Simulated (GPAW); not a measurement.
# InPd (Pm-3m) in GPAW: a series of runs

Runs on InPd. Level: GLLB-SC. Tasks: single point, eps q, optical spectrum, energy-loss spectrum.

Everything below comes from runs of GPAW 26.7.0. Logs are shortened: lines on timing, memory, paths and dates and some standing lists are left out, and cuts for length are marked. The log counts tension as positive stress, the text compression.

**1. Starting point**

The structure is cubic, space group Pm-3m (No. 221). The conventional cell has a = 3.272 Å, b = 3.272 Å, c = 3.272 Å, α = 90.00°, β = 90.00°, γ = 90.00°. In (site symmetry m-3m) is surrounded by 8 Pd at 2.83 Å. Pd (site symmetry m-3m) has 8 In at 2.83 Å as nearest neighbours.

The cell comes from a database or a generator and needn't be the stable form of this composition.

**2. Single point, GLLB-SC**

Contents of run.py:

```python
from ase.dft.bandgap import bandgap
from ase.io import write
from ase.spacegroup import crystal
from gpaw import GPAW, PW

# In 1a
# Pd 1b
atoms = crystal(['In', 'Pd'],
                basis=[[0.0, 0.0, 0.0],
                       [0.5, 0.5, 0.5]],
                spacegroup=221, setting=1,  # Pm-3m
                cellpar=[3.27188478, 3.27188478, 3.27188478, 90.0, 90.0, 90.0],
                primitive_cell=True)

calc = GPAW(mode=PW(400),
            xc='GLLBSC',
            kpts={'size': (7, 7, 7), 'gamma': True},
            occupations={'name': 'fermi-dirac', 'width': 0.05},
            nbands=26,
            maxiter=120,
            txt='gpaw.txt')
atoms.calc = calc
energy = atoms.get_potential_energy()
calc.write('gs.gpw')
write('result.traj', atoms)
print('Fermi level:', round(calc.get_fermi_level(), 4), 'eV')
print(f'Gap: {bandgap(calc)[0]:.4f} eV, direct: {bandgap(calc, direct=True)[0]:.4f} eV')
```

Potentials or basis: the program's PAW data sets (release 1.2.1) made for this functional, pw.

The run is started by

```console
$ OMP_NUM_THREADS=1 python run.py
```

gpaw.txt:

```text
___ ___ ___ _ _ _
 |   |   |_  | | | |
 | | | | | . | | | |
 |__ |  _|___|_____|  26.7.0
 |___|_|

Input parameters:
  kpts: {gamma: True,
         size: (7, 7, 7)}
  maxiter: 120
  mode: {ecut: 400.0,
         name: pw}
  nbands: 26
  occupations: {name: fermi-dirac,
                width: 0.05}
  xc: GLLBSC

System changes: positions, numbers, cell, pbc, initial_charges, initial_magmoms

Initialize ...

species:
  In:
    name:    Indium
    Z:       49.0
    valence: 13
    core:    36
    charge:  0.0  # [|e|]
    compensation charges:
      type: gauss
      rc: 0.36  # [Å]
      lmax: 2
    cutoffs:
      filter: 2.09  # [Å]
      core: 2.48  # [Å]
    projectors
    | kind |    occ | energy [eV] | rcut [Å] |
    |------|--------|-------------|----------|
    |   5s |  2.000 |      -8.515 |    1.185 |
    |   5p |  1.000 |      -2.998 |    1.244 |
    |   4d | 10.000 |     -19.723 |    1.148 |
    |    s |        |      18.697 |    1.185 |
    |    p |        |      24.213 |    1.244 |
    |    d |        |       7.489 |    1.148 |

    Using partial waves for In as LCAO basis

  Pd:
    name:    Palladium
    Z:       46.0
    valence: 16
    core:    30
    charge:  0.0  # [|e|]
    compensation charges:
      type: gauss
      rc: 0.38  # [Å]
      lmax: 2
    cutoffs:
      filter: 2.38  # [Å]
      core: 2.28  # [Å]
    projectors
    | kind |    occ | energy [eV] | rcut [Å] |
    |------|--------|-------------|----------|
    |   5s |  0.000 |      -6.885 |    1.228 |
    |   4p |  6.000 |     -55.217 |    1.360 |
    |   5p |  0.000 |      -2.454 |    1.360 |
    |   4d | 10.000 |      -8.435 |    1.228 |
    |    s |        |      20.327 |    1.228 |
    |    d |        |      18.777 |    1.228 |

    Using partial waves for Pd as LCAO basis

Reference energy: -297062.314028  # eV

Spin-paired calculation

Convergence criteria:
 Maximum [total energy] change in last 3 cyles: 0.0005 eV / valence electron
 Maximum integral of absolute [dens]ity change: 0.0001 electrons / valence electron
 Maximum integral of absolute [eigenst]ate change: 4e-08 eV^2 / valence electron
 Maximum number of scf [iter]ations: 120
 (Square brackets indicate name in SCF output, whereas a 'c' in
 the SCF output indicates the quantity has converged.)

Symmetries present (total): 48

  ( 1  0  0)  ( 1  0  0)  ( 1  0  0)  ( 1  0  0)  ( 1  0  0)  ( 1  0  0)
  ( 0  1  0)  ( 0  1  0)  ( 0  0  1)  ( 0  0  1)  ( 0  0 -1)  ( 0  0 -1)
  ( 0  0  1)  ( 0  0 -1)  ( 0  1  0)  ( 0 -1  0)  ( 0  1  0)  ( 0 -1  0)

  ( 1  0  0)  ( 1  0  0)  ( 0  1  0)  ( 0  1  0)  ( 0  1  0)  ( 0  1  0)
  ( 0 -1  0)  ( 0 -1  0)  ( 1  0  0)  ( 1  0  0)  ( 0  0  1)  ( 0  0  1)
  ( 0  0  1)  ( 0  0 -1)  ( 0  0  1)  ( 0  0 -1)  ( 1  0  0)  (-1  0  0)

  ( 0  1  0)  ( 0  1  0)  ( 0  1  0)  ( 0  1  0)  ( 0  0  1)  ( 0  0  1)
  ( 0  0 -1)  ( 0  0 -1)  (-1  0  0)  (-1  0  0)  ( 1  0  0)  ( 1  0  0)
  ( 1  0  0)  (-1  0  0)  ( 0  0  1)  ( 0  0 -1)  ( 0  1  0)  ( 0 -1  0)

  ( 0  0  1)  ( 0  0  1)  ( 0  0  1)  ( 0  0  1)  ( 0  0  1)  ( 0  0  1)
  ( 0  1  0)  ( 0  1  0)  ( 0 -1  0)  ( 0 -1  0)  (-1  0  0)  (-1  0  0)
  ( 1  0  0)  (-1  0  0)  ( 1  0  0)  (-1  0  0)  ( 0  1  0)  ( 0 -1  0)

  ( 0  0 -1)  ( 0  0 -1)  ( 0  0 -1)  ( 0  0 -1)  ( 0  0 -1)  ( 0  0 -1)
  ( 1  0  0)  ( 1  0  0)  ( 0  1  0)  ( 0  1  0)  ( 0 -1  0)  ( 0 -1  0)
  ( 0  1  0)  ( 0 -1  0)  ( 1  0  0)  (-1  0  0)  ( 1  0  0)  (-1  0  0)

  ( 0  0 -1)  ( 0  0 -1)  ( 0 -1  0)  ( 0 -1  0)  ( 0 -1  0)  ( 0 -1  0)
  (-1  0  0)  (-1  0  0)  ( 1  0  0)  ( 1  0  0)  ( 0  0  1)  ( 0  0  1)
  ( 0  1  0)  ( 0 -1  0)  ( 0  0  1)  ( 0  0 -1)  ( 1  0  0)  (-1  0  0)

  ( 0 -1  0)  ( 0 -1  0)  ( 0 -1  0)  ( 0 -1  0)  (-1  0  0)  (-1  0  0)
  ( 0  0 -1)  ( 0  0 -1)  (-1  0  0)  (-1  0  0)  ( 0  1  0)  ( 0  1  0)
  ( 1  0  0)  (-1  0  0)  ( 0  0  1)  ( 0  0 -1)  ( 0  0  1)  ( 0  0 -1)

  (-1  0  0)  (-1  0  0)  (-1  0  0)  (-1  0  0)  (-1  0  0)  (-1  0  0)
  ( 0  0  1)  ( 0  0  1)  ( 0  0 -1)  ( 0  0 -1)  ( 0 -1  0)  ( 0 -1  0)
  ( 0  1  0)  ( 0 -1  0)  ( 0  1  0)  ( 0 -1  0)  ( 0  0  1)  ( 0  0 -1)

343 k-points: 7 x 7 x 7 Monkhorst-Pack grid
20 k-points in the irreducible part of the Brillouin zone
       k-points in crystal coordinates                weights
   0:     0.00000000    0.00000000    0.00000000          1/343
   1:     0.14285714    0.00000000    0.00000000          6/343
   2:     0.14285714    0.14285714    0.00000000         12/343
   3:     0.14285714    0.14285714    0.14285714          8/343
   4:     0.28571429    0.00000000    0.00000000          6/343
   5:     0.28571429    0.14285714    0.00000000         24/343
   6:     0.28571429    0.14285714    0.14285714         24/343
   7:     0.28571429    0.28571429    0.00000000         12/343
   8:     0.28571429    0.28571429    0.14285714         24/343
   9:     0.28571429    0.28571429    0.28571429          8/343
          ...
  19:     0.42857143    0.42857143    0.42857143          8/343

Wave functions: Plane wave expansion
  Cutoff energy: 400.000 eV
  Number of coefficients (min, max): 619, 651
  Pulay-stress correction: 0.000000 eV/Ang^3 (de/decut=0.000000)
  Using FFTW library
  ScaLapack parameters: grid=1x1, blocksize=None
  Wavefunction extrapolation:
    Improved wavefunction reuse through dual PAW basis

Occupation numbers: Fermi-Dirac:
  width: 0.0500  # eV

Eigensolver
   Davidson(niter=2)

Densities:
  Coarse grid: 16*16*16 grid
  Fine grid: 32*32*32 grid
  Total Charge: 0.000000

Density mixing:
  Method: separate
  Backend: msr1
  Linear mixing parameter: 0.05
  old densities: 10
  Width of damping distribution: 1.1
  Damping of long wavelength oscillations: 20

Hamiltonian:
  XC and Coulomb potentials evaluated on a 32*32*32 grid
  Using the GLLBSC Exchange-Correlation functional
  External potential:
    NoExternalPotential

XC parameters: GLLBSC functional being used consists of
  -----------------------------------------------------------------------
  | Weight | Module     | Description                                   |
  -----------------------------------------------------------------------
  |  1.000 | SCREENING  | GGA_X_PBE_SOL with 2 nearest neighbor stencil |
  |  1.000 | RESPONSE   | eps=0.0500 eV                                 |
  |  1.000 | XC         | GGA_C_PBE_SOL with 2 nearest neighbor stencil |
  -----------------------------------------------------------------------

Number of atoms: 2
Number of atomic orbitals: 21
Number of bands in calculation: 26
Number of valence electrons: 29
Bands to converge: occupied

... initialized

Initializing position-dependent things.

Density initialized from atomic densities
Creating initial wave functions:
  21 bands from LCAO basis set
  5 bands from random numbers

   .-------.
  /|       |
 * |       |
 | |  Pd   |
 | .-------.
 |/       /
 In------*

Atomic positions and initial magnetic moments

Positions:
   0 In     0.000000    0.000000    0.000000    ( 0.0000,  0.0000,  0.0000)
   1 Pd     1.635942    1.635942    1.635942    ( 0.0000,  0.0000,  0.0000)

Unit cell:
           periodic     x           y           z      points  spacing
  1. axis:    yes    3.271885    0.000000    0.000000    16     0.2045
  2. axis:    yes    0.000000    3.271885    0.000000    16     0.2045
  3. axis:    yes    0.000000    0.000000    3.271885    16     0.2045

  Lengths:   3.271885   3.271885   3.271885
  Angles:   90.000000  90.000000  90.000000

Effective grid spacing dv^(1/3) = 0.2045

iter:   1    -9.353664
iter:   2    -8.578059   -1.41  -1.31
iter:   3    -8.541204   -2.00  -1.43
iter:   4    -8.558240   -2.71  -1.59
iter:   5    -8.493907   -2.85  -1.72
iter:   6    -8.453756   -3.43  -2.21
iter:   7    -8.414268   -3.99  -2.67
iter:   8    -8.406089   -4.59  -3.00
iter:   9    -8.408438c  -5.38  -3.21
iter:  10    -8.405115c  -5.84  -3.38
iter:  11    -8.404910c  -6.39  -3.68
iter:  12    -8.402946c  -6.24  -3.65
iter:  13    -8.403629c  -7.08  -4.15c
iter:  14    -8.403099c  -7.68c -4.68c

Converged after 14 iterations.

Dipole moment: (0.000000, -0.000000, -0.000000) |e|*Ang

Energy contributions relative to reference atoms: (reference = -297062.314028)

Kinetic:        +59.463882
Potential:      -58.260028
External:        +0.000000
XC:              -9.887497
Entropy (-ST):   -0.006729
Local:           +0.283909
SIC:             +0.000000
--------------------------
Free energy:     -8.406463
Extrapolated:    -8.403099

GLLBSC response reference energy: 9.18843 eV (from Fermi level)

Showing only first 2 kpts
 Kpt  Band  Eigenvalues  Occupancy
  0    12      6.23197    2.00000
  0    13      6.23197    2.00000
  0    14     13.47753    0.00000
  0    15     13.47753    0.00000

  1    12      6.02800    2.00000
  1    13      6.21612    2.00000
  1    14     11.57035    0.00000
  1    15     14.08758    0.00000

Fermi level: 9.18881

No gap
No difference between direct/indirect transitions
Writing to gs.gpw (mode='')
```

Run time: 9.7 s. Hardware: 1 thread of Intel Xeon Platinum 8375C at 2.90GHz (Ice Lake), shared host; peak memory 0.14 GiB.

These settings aren't checked as converged: the numbers below hold their error.

What came out:

```
Band gap on the k mesh, Kohn-Sham part alone : none (metal or under the smearing width)
```

Caveat: a model potential gives levels but no total energy.

**3. Eps q, GLLB-SC**

run.py: that of step 2 with these lines changed.

```diff
@@ -1 +1,2 @@
+import numpy as np
 from ase.dft.bandgap import bandgap
@@ -4,2 +5,3 @@
 from gpaw import GPAW, PW
+from gpaw.response.df import DielectricFunction
 
@@ -19,3 +21,4 @@
             nbands=26,
-            maxiter=120,
+            convergence={'density': 1e-06},
+            maxiter=150,
             txt='gpaw.txt')
@@ -27 +30,13 @@
 print(f'Gap: {bandgap(calc)[0]:.4f} eV, direct: {bandgap(calc, direct=True)[0]:.4f} eV')
+
+dense = calc.fixed_density(kpts={'size': (11, 11, 11), 'gamma': True},
+                           nbands=41, convergence={'bands': 35, 'eigenstates': 1e-7},
+                           update_fermi_level=True, txt='dense.txt')
+dense.write('dense.gpw', mode='all')
+
+df = DielectricFunction('dense.gpw', frequencies=np.array([0.0]), hilbert=False, eta=0.001,
+                        ecut=60, nbands=35, txt='df.txt')
+for q_c in [[0.0909090909, 0.0909090909, 0.0909090909], [0.1818181818, 0.1818181818, 0.1818181818], [0.2727272727, 0.2727272727, 0.2727272727], [0.4545454545, 0.4545454545, 0.4545454545], [0.7272727273, 0.7272727273, 0.7272727273], [0.9090909091, 0.9090909091, 0.9090909091], [0.0909090909, 0.0, 0.0], [0.1818181818, 0.0, 0.0], [0.2727272727, 0.0, 0.0], [0.4545454545, 0.0, 0.0], [0.7272727273, 0.0, 0.0], [0.9090909091, 0.0, 0.0]]:
+    e0, e = df.get_dielectric_function(xc='ALDA', q_c=q_c, filename=None)
+    q = np.linalg.norm(2 * np.pi * np.array(q_c) @ atoms.cell.reciprocal())
+    print(q_c, f'|q| = {q:.4f} 1/A: eps {e0[0].real:.4f} without, {e[0].real:.4f} with local fields')
```

Potentials or basis: the program's PAW data sets (release 1.2.1) made for this functional, pw.

The run is started by

```console
$ OMP_NUM_THREADS=1 python run.py
```

gpaw.txt:

```text
___ ___ ___ _ _ _
 |   |   |_  | | | |
 | | | | | . | | | |
 |__ |  _|___|_____|  26.7.0
 |___|_|

Input parameters:
  convergence: {density: 1e-06}
  kpts: {gamma: True,
         size: (7, 7, 7)}
  maxiter: 150
  mode: {ecut: 400.0,
         name: pw}
  nbands: 26
  occupations: {name: fermi-dirac,
                width: 0.05}
  xc: GLLBSC

System changes: positions, numbers, cell, pbc, initial_charges, initial_magmoms

Initialize ...

species:
  In:
    name:    Indium
    Z:       49.0
    valence: 13
    core:    36
    charge:  0.0  # [|e|]
    compensation charges:
      type: gauss
      rc: 0.36  # [Å]
      lmax: 2
    cutoffs:
      filter: 2.09  # [Å]
      core: 2.48  # [Å]
    projectors
    | kind |    occ | energy [eV] | rcut [Å] |
    |------|--------|-------------|----------|
    |   5s |  2.000 |      -8.515 |    1.185 |
    |   5p |  1.000 |      -2.998 |    1.244 |
    |   4d | 10.000 |     -19.723 |    1.148 |
    |    s |        |      18.697 |    1.185 |
    |    p |        |      24.213 |    1.244 |
    |    d |        |       7.489 |    1.148 |

    Using partial waves for In as LCAO basis

  Pd:
    name:    Palladium
    Z:       46.0
    valence: 16
    core:    30
    charge:  0.0  # [|e|]
    compensation charges:
      type: gauss
      rc: 0.38  # [Å]
      lmax: 2
    cutoffs:
      filter: 2.38  # [Å]
      core: 2.28  # [Å]
    projectors
[... 111 lines left out ...]
  |  1.000 | SCREENING  | GGA_X_PBE_SOL with 2 nearest neighbor stencil |
  |  1.000 | RESPONSE   | eps=0.0500 eV                                 |
  |  1.000 | XC         | GGA_C_PBE_SOL with 2 nearest neighbor stencil |
  -----------------------------------------------------------------------

Number of atoms: 2
Number of atomic orbitals: 21
Number of bands in calculation: 26
Number of valence electrons: 29
Bands to converge: occupied

... initialized

Initializing position-dependent things.

Density initialized from atomic densities
Creating initial wave functions:
  21 bands from LCAO basis set
  5 bands from random numbers

   .-------.
  /|       |
 * |       |
 | |  Pd   |
 | .-------.
 |/       /
 In------*

Atomic positions and initial magnetic moments

Positions:
   0 In     0.000000    0.000000    0.000000    ( 0.0000,  0.0000,  0.0000)
   1 Pd     1.635942    1.635942    1.635942    ( 0.0000,  0.0000,  0.0000)

Unit cell:
           periodic     x           y           z      points  spacing
  1. axis:    yes    3.271885    0.000000    0.000000    16     0.2045
  2. axis:    yes    0.000000    3.271885    0.000000    16     0.2045
  3. axis:    yes    0.000000    0.000000    3.271885    16     0.2045

  Lengths:   3.271885   3.271885   3.271885
  Angles:   90.000000  90.000000  90.000000

Effective grid spacing dv^(1/3) = 0.2045

iter:   1    -9.353664
iter:   2    -8.578059   -1.41  -1.31
iter:   3    -8.541204   -2.00  -1.43
iter:   4    -8.558240   -2.71  -1.59
iter:   5    -8.493907   -2.85  -1.72
iter:   6    -8.453756   -3.43  -2.21
iter:   7    -8.414268   -3.99  -2.67
iter:   8    -8.406089   -4.59  -3.00
iter:   9    -8.408438c  -5.38  -3.21
iter:  10    -8.405115c  -5.84  -3.38
iter:  11    -8.404910c  -6.39  -3.68
iter:  12    -8.402946c  -6.24  -3.65
iter:  13    -8.403629c  -7.08  -4.15
iter:  14    -8.403099c  -7.68c -4.68
iter:  15    -8.403145c  -8.51c -4.83
iter:  16    -8.403164c  -9.37c -5.60
iter:  17    -8.403182c  -9.81c -5.67
iter:  18    -8.403189c -10.47c -6.11c

Converged after 18 iterations.

Dipole moment: (-0.000000, -0.000000, -0.000000) |e|*Ang

Energy contributions relative to reference atoms: (reference = -297062.314028)

Kinetic:        +59.477825
Potential:      -58.273807
External:        +0.000000
XC:              -9.888215
Entropy (-ST):   -0.006728
Local:           +0.284371
SIC:             +0.000000
--------------------------
Free energy:     -8.406553
Extrapolated:    -8.403189

GLLBSC response reference energy: 9.18874 eV (from Fermi level)

Showing only first 2 kpts
 Kpt  Band  Eigenvalues  Occupancy
  0    12      6.23165    2.00000
  0    13      6.23165    2.00000
  0    14     13.47759    0.00000
  0    15     13.47759    0.00000

  1    12      6.02769    2.00000
  1    13      6.21580    2.00000
  1    14     11.57039    0.00000
  1    15     14.08764    0.00000

Fermi level: 9.18874

No gap
No difference between direct/indirect transitions
Writing to gs.gpw (mode='')
```

stdout:

```text
Fermi level: 9.1887 eV
Gap: 0.0000 eV, direct: 0.0000 eV
[0.0909090909, 0.0909090909, 0.0909090909] |q| = 0.3024 1/A: eps 33.9902 without, 36.2538 with local fields
[0.1818181818, 0.1818181818, 0.1818181818] |q| = 0.6048 1/A: eps 10.6077 without, 11.4708 with local fields
[0.2727272727, 0.2727272727, 0.2727272727] |q| = 0.9071 1/A: eps 5.4230 without, 5.8465 with local fields
[0.4545454545, 0.4545454545, 0.4545454545] |q| = 1.5119 1/A: eps 2.6973 without, 2.8733 with local fields
[0.7272727273, 0.7272727273, 0.7272727273] |q| = 2.4190 1/A: eps 1.5773 without, 1.6006 with local fields
[0.9090909091, 0.9090909091, 0.9090909091] |q| = 3.0238 1/A: eps 1.2590 without, 1.2603 with local fields
[0.0909090909, 0.0, 0.0] |q| = 0.1746 1/A: eps 90.7046 without, 95.7605 with local fields
[0.1818181818, 0.0, 0.0] |q| = 0.3492 1/A: eps 24.0044 without, 25.3570 with local fields
[0.2727272727, 0.0, 0.0] |q| = 0.5237 1/A: eps 12.3105 without, 13.1357 with local fields
[0.4545454545, 0.0, 0.0] |q| = 0.8729 1/A: eps 5.5483 without, 5.9699 with local fields
[0.7272727273, 0.0, 0.0] |q| = 1.3966 1/A: eps 2.9227 without, 3.1035 with local fields
[0.9090909091, 0.0, 0.0] |q| = 1.7458 1/A: eps 2.2594 without, 2.3777 with local fields
```

df.txt:

```text
FrequencyGridDescriptor(from 0.000 to 0.000 eV, 1 points)
FrequencyGridDescriptor(from 0.000 to 0.000 eV, 1 points)

Calculating chi0 body with:
    Ground state adapter containing:
    Number of spins: 1
    Number of kpoints: 1331
    Number of irreducible kpoints: 56
    Number of completely occupied states: 13
[... 259 lines left out ...]
      (3,3)   0.00000000  0.00000000  yes
      (4,-4)  0.00000000  0.00000000  yes
      (4,-3)  0.00000000  0.00000000  yes
      (4,-2)  0.00000000  0.00000000  yes
      (4,-1)  0.00000000  0.00000000  yes
      (4,0)   0.00007163  0.00000298  yes
      (4,1)   0.00000000  0.00000000  yes
      (4,2)   0.00000000  0.00000000  yes
      (4,3)   0.00000000  0.00000000  yes
      (4,4)   0.00005116  0.00000213  yes
      In total: 0.9999999997339867 of the surface norm square is covered on average
      In total: 0.9999999997339867 of the surface norm square could be covered on average

Finished calculating f(G)
```

Run time: 2.3 min. Hardware: 1 thread of Intel Xeon Platinum 8375C at 2.90GHz (Ice Lake), shared host; peak memory 0.59 GiB.

What came out:

| Quantity | Value |
| --- | --- |
| Band gap on the k mesh, Kohn-Sham part alone | none (metal or under the smearing width) |

Caveat: a model potential gives levels but no total energy; response on these states lacks terms of the Hamiltonian.

(Continued in part 2 of 3.)
